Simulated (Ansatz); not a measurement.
## LiCl: a workflow

**What was measured.** A printed reference work, data compilation reports, for a bulk crystal of LiCl at 298.15 K: lattice constant a 5.13988 Å.

The results are compared with them further down.

Method: PBE, scalar-relativistic; no spin polarisation; PAW, 420 eV, 12×12×12 k-mesh, Gaussian smearing of 0.05 eV; code Ansatz. The datasets are Ansatz's generated set soft_2.

The chain of runs began from a cell as deposited in COD, expanded in volume. Of that entry: the entry's cell lengths or inner coordinates differ somewhat from later room-temperature determinations.

The start:

```
Li Cl
1.0
     0.00000    2.57328    2.57328
     2.57328    0.00000    2.57328
     2.57328    2.57328    0.00000
Li Cl
1 1
Direct
  0.00000 0.00000 0.00000
  0.50000 0.50000 0.50000
```

The steps in volume:

```tsv
run	level	k-mesh	kind	V (Å³/atom)	P (GPa)	E − E(final) (meV/atom)	gap on the mesh (eV)
1	PBE	12×12×12	fixed cell	17.04	0.1	0.0	6.27
2	PBE	12×12×12	fixed cell	17.11	-0.1	0.0	6.25
3	PBE	12×12×12	fixed cell	17.08	0.0	0.0	6.26
```

The cell is relaxed to zero pressure at this level.

The final structure (symmetry read at 0.01 Å). The structure is cubic, space group Fm-3m (No. 225). The conventional cell has a = 5.150 Å, b = 5.150 Å, c = 5.150 Å, α = 90.00°, β = 90.00°, γ = 90.00°. Around Li (site symmetry m-3m) lie 6 Cl at 2.58 Å. Cl (site symmetry m-3m) is surrounded by 6 Li at 2.58 Å. (Shells end 15 % past the nearest neighbour.)

- At the final geometry the gap, band path included, is 6.26 eV.
- The equation of state gives B0 = 32 GPa and B0′ = 4.3.
- Against the elements' standard states, run alike and uncorrected, the formation energy is -1.85 eV/atom.

**Why it comes out so.**

Bader charges against formal ones: Li +0.90 (+1), Cl −0.90 (−1). The cations give up 90 % of the formal charge; Bader charges stay under formal ones because the anions' density reaches into the cations' basins, though a share this high marks a strongly ionic bond.

**Against experiment.** Measured lattice constant a of LiCl: 5.13988 Å (298.15 K; a printed reference work, data compilation). This calculation gives 5.150 Å (+0.2 %). The calculation is for a static lattice, without zero-point motion or thermal expansion.

Kohn–Sham gaps of semilocal functionals lie under measured ones, often by a third or more.
